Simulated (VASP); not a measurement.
Input of a VASP 6.6.1 run:

Contents of INCAR:

```
SYSTEM = CaO
PREC = Accurate
ENCUT = 520
EDIFF = 1E-7
ISMEAR = 0
SIGMA = 0.1
LREAL = .FALSE.
LASPH = .TRUE.
NELM = 60
ALGO = Normal
ISIF = 3
LWAVE = .FALSE.
LCHARG = .FALSE.
GGA = PE
IBRION = 2
NSW = 80
EDIFFG = -0.002
PSTRESS = 0.001
```

File KPOINTS:

```
regular mesh
0
G
  4 4 4
  0 0 0
```

The input POSCAR:

```
CaO                                     
1.0
   -0.0000000000      2.4186841245      2.4186841245
    2.4186841245     -0.0000000000      2.4186841245
    2.4186841245      2.4186841245      0.0000000000
  Ca              O             
     1     1
Direct
     0.0000000000000000    0.0000000000000000    0.0000000000000000
     0.5000000000000000    0.5000000000000000    0.5000000000000000
```

Potentials or basis: VASP PAW PBE potentials, release 64 (Ca_sv, O).

The run is started by

```console
$ cat potpaw_PBE.64/Ca_sv/POTCAR potpaw_PBE.64/O/POTCAR > POTCAR
$ mpirun -np 1 vasp_std > vasp.out
```

(1) Predict the band gap on the k mesh.

(2) What does it give for the relaxed volume?

(3) Predict the space group after relaxing (to 0.05 Å).

Results:

(1) 3.63 eV, indirect (least direct gap 4.01 eV).

(2) 14.17 Å³/atom.

(3) Fm-3m (No. 225).

Caveat: the k mesh is coarse (spacing up to 0.56 Å⁻¹), so the values aren't converged; the cell is relaxed towards a set pressure, so the enthalpy falls and the energy may rise.
